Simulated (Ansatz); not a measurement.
# In: the cost of one run

Program: Ansatz 0.2.0. Level of theory: DFT PBE, scalar-relativistic, plane waves, PAW. These are calculated values, not measurements.

2 further runs of the same task are left out: 2 set aside as unsound or not needed.

## 1. The structure to begin with

The structure is tetragonal, space group I4/mmm (No. 139). The conventional cell has a = 3.390 Å, b = 3.390 Å, c = 4.785 Å, α = 90.00°, β = 90.00°, γ = 90.00°. In (site symmetry 4/mmm) has 12 In at 3.39 Å as nearest neighbours.

Structure file:

```
CELL_PARAMETERS angstrom
-1.69510 1.69510 2.39225
1.69510 -1.69510 2.39225
1.69510 1.69510 -2.39225
ATOMIC_POSITIONS crystal
In 0.00000 0.00000 0.00000
```

This cell was relaxed beforehand with the same method: volume 27.50 Å³/atom, gap on the mesh none (metal).

## 2. Bands, states and charges

input.yaml reads:

```yaml
crystal:
  lattice:
    - [-1.6950972355, 1.6950972355, 2.3922503915]
    - [1.6950972355, -1.6950972355, 2.3922503915]
    - [1.6950972355, 1.6950972355, -2.3922503915]
  atoms:
    - { symbol: In, position: [0.0, 0.0, 0.0] }
basis:
  ecutwfc: 420
kpoints:
  mp_grid: { grid: [18, 18, 18] }
  band_path:
    path:
      - [[0.0, 0.0, 0.0], [0.0, 0.0, 0.5], [0.25, 0.25, 0.25], [0.0, 0.5, 0.0], [0.0, 0.0, 0.0], [0.5, 0.5, -0.5], [0.37552088, 0.62447912, -0.37552088]]
      - [[-0.37552088, 0.37552088, 0.37552088], [0.0, 0.0, 0.0]]
      - [[0.0, 0.0, 0.5], [-0.25104176, 0.25104176, 0.5]]
      - [[0.5, 0.5, -0.25104176], [0.5, 0.5, -0.5]]
    npoints: 14
hamiltonian:
  xc: pbe
scf:
  occupations: { method: gaussian, width: 0.1 }
  n_extra_bands: 6
output:
  forces: true
  stress: true
  eigenvalues: true
  populations: true
  dos: { projected: true, de: 0.02, nscf_kmesh: { grid: [27, 27, 27] } }
  bader: true
  write_density: true
  write_potential: true
  elf: true
  volumetric_format: npy
```

Started as:

```
$ ansatz run input.yaml --threads 1 --pin off --max-ram 2560MiB --backend cpu --events-out ev --progress --plain --runs-dir out
```

Q: Estimate wall time and peak memory on 1 thread of Arm Neoverse V1, shared host.

About 32 s, with a peak of 0.55 GiB.
